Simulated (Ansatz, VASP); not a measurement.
**One calculation of Na, two programs**

```
CELL_PARAMETERS angstrom
-2.13152 2.13152 2.13152
2.13152 -2.13152 2.13152
2.13152 2.13152 -2.13152
ATOMIC_POSITIONS crystal
Na 0.00000 0.00000 0.00000
```

Change from the starting cell: volume scaled by 1.02, PAW files.

Alike in both runs: task electric field gradients; functional PBE; k mesh 11 × 11 × 11; occupations fermi-dirac, width 0.03 eV; no spin polarisation.

|  | VASP | Ansatz |
| --- | --- | --- |
| version | VASP 6.6.1 | Ansatz 0.2.0 |
| potentials or method | VASP PAW PBE potentials, release 64 (Na_pv) | PAW with Ansatz's default frozen-core files, scalar-relativistic |
| plane-wave cutoff (eV) | 520 | 420 |
| valence electrons in the cell | 7 | 9 |

|  | VASP | Ansatz | Ansatz less VASP |
| --- | --- | --- | --- |
| pressure (GPa) | -0.3 | -0.3 | 0.00 |
| Vzz of the field gradient on the site that differs most (V/Å²) | 0.0 | 0.0 | +0.01 |

The two sets of potentials don't hold the same shells in valence.
